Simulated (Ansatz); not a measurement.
Computed properties of Li

```yaml
crystal:
  lattice:
    - [0.00000, 2.16142, 2.16142]
    - [2.16142, 0.00000, 2.16142]
    - [2.16142, 2.16142, 0.00000]
  atoms:
    - { symbol: Li, position: [0.00000, 0.00000, 0.00000] }
```

The cell was built from the fcc type and relaxed in the same program, and has space group Fm-3m; it needn't be a known or the stable phase.

All numbers below come from Ansatz 0.2.0, DFT, PBE, all-electron LAPW, scalar-relativistic.

Sampling and basis: a Γ-centred 17×17×17 k mesh, Fermi–Dirac smearing of 0.08 eV, basis error target 0.5 meV/atom, no spin polarisation.

- Band gap: none: with an odd electron count and no spin polarisation the bands can't all be full, a metal in this set-up (spin order or a larger cell could open a gap)
- Density of states at the Fermi level (0.2 eV bin): 0.52 states/eV per cell
- Volume per atom: 20.20 Å³
- Pressure at this cell: 0.04 GPa
